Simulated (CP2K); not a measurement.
# Ta under changes of volume

One of the cells (18.010 Å³/atom); the others are scaled copies at fixed shape and fractional positions:

```
CELL_PARAMETERS angstrom
2.86010 0.00000 0.00000
-0.95337 2.69653 0.00000
-0.95337 -1.34826 2.33526
ATOMIC_POSITIONS crystal
Ta 0.00000 0.00000 0.00000
```

```yaml
Program: CP2K 2026.2
Functional: LDA
Potentials_or_basis: GTH_POTENTIALS Ta GTH-PADE-q13; TZVP-MOLOPT-PBE-GTH basis
Density_cutoff: 6123 eV
k_mesh: 11 × 11 × 11
Occupations: fermi-dirac, width 0.05 eV
Spin: no spin polarisation
```

```tsv
volume (Å³/atom)	energy over the lowest point (meV/atom)	pressure (GPa)
16.930	0.00	-10.4
17.290	23.76	-10.8
17.650	49.31	-11.8
18.010	77.66	-13.1
18.371	109.42	-14.6
18.731	144.89	-16.3
19.091	?	?
```

What does the run at 19.091 Å³/atom give?

Energy over the lowest point 184.15 meV/atom; pressure -18.1 GPa.

Worked out: A Birch-Murnaghan fit of order 3 (a polynomial in V^(-2/3)) to the other rows has no minimum within the range. It gives 184.58 meV/atom at 19.091 Å³/atom, against the run's 184.15, and -dE/dV = -18.6 GPa, against -18.1.

Energies are extrapolated to zero smearing.

Caveats: the basis of atomic orbitals isn't converged, which shifts pressures, moduli and gaps.
